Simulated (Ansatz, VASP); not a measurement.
**One calculation of MgO, two programs**

```
Mg O
1.0
     3.17120    0.00000    0.00000
    -1.58560    2.74634    0.00000
     0.00000    0.00000    9.67280
Mg O
4 4
Direct
  0.33333 0.66667 0.96949
  0.00000 0.00000 0.22082
  0.00000 0.00000 0.72082
  0.66667 0.33333 0.46949
  0.33333 0.66667 0.78004
  0.00000 0.00000 0.52964
  0.00000 0.00000 0.02964
  0.66667 0.33333 0.28004
```

Alike in both runs: task single point; functional PBE; k mesh 9 × 9 × 2; occupations gaussian, width 0.05 eV; no spin polarisation.

|  | VASP | Ansatz |
| --- | --- | --- |
| version | VASP 6.6.1 | Ansatz 0.2.0 |
| potentials or method | VASP PAW PBE potentials, release 64 (Mg, O) | scalar-relativistic, plane waves, PAW |
| plane-wave cutoff (eV) | 520 | 520 |
| valence electrons in the cell | 32 | 64 |

Ansatz gave:

```
gap on the k mesh at the Fermi level (eV)       : 4.21
least direct gap on the mesh (eV)               : 4.21
pressure (GPa)                                  : 23.7
largest component of the traceless stress (GPa) : 11.10
rms of the force components (eV/Å)              : 0.549
```

Question: Estimate VASP's values.

Answer: gap on the k mesh at the Fermi level (eV): 4.19; least direct gap on the mesh (eV): 4.19; pressure (GPa): 23.6; largest component of the traceless stress (GPa): 11.33; rms of the force components (eV/Å): 0.559.

Atom by atom the forces differ by 0.010 eV/Å (rms over components). The two sets of potentials don't hold the same shells in valence.

Caveats: so large a pressure means that the cell lies far from this level's equilibrium, or that cutoff or potentials fall short (VASP); forces of over 1 eV/Å show positions far from the minimum, so gaps and moduli don't describe the material at rest.
